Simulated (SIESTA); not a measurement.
Au:

```xyz
1
Lattice="0.0000 2.0350 2.0350 2.0350 0.0000 2.0350 2.0350 2.0350 0.0000" Properties=species:S:1:pos:R:3 pbc="T T T"
Au    0.0000    0.0000    0.0000
```

Base run:

```yaml
Program: SIESTA 5.4.2
Functional: PBEsol
Potentials_or_basis: PseudoDojo 0.4 standard (PBEsol files)
Basis: SZ (energy shift 0.003 Ry)
Grid_cutoff: 800 Ry
Energy_shift: 0.003 Ry
k_mesh: 11 × 11 × 11
Occupations: fermi-dirac, width 0.05 eV
Spin: no spin polarisation
```

Its results: band gap on the k mesh none (metal or under the smearing width); pressure 30.3 GPa.

After a change of settings the same cell gave: band gap on the k mesh none (metal or under the smearing width); pressure 2.0 GPa. Which change was it?
A. basis from SZ (energy shift 0.003 Ry) to SZP (energy shift 0.003 Ry)
B. basis from SZ (energy shift 0.003 Ry) to TZP (energy shift 0.003 Ry; two zetas on semicore shells)
C. basis from SZ (energy shift 0.003 Ry) to DZP (energy shift 0.003 Ry; two zetas on semicore shells)
D. basis from SZ (energy shift 0.003 Ry) to DZ (energy shift 0.003 Ry; two zetas on semicore shells)

B.

Caveats: short orbitals over semicore shells can move pressures by several GPa; spin-orbit coupling is left out, which moves the levels of the heavy elements; the basis of atomic orbitals isn't converged, which shifts pressures, moduli and gaps; the basis has no polarisation orbitals (some runs); a pressure of tens of GPa on the cell as given is suspect, and the run, the potentials or the cell itself is likely at fault (some runs).

Runs at the PBE level aren't shown here.
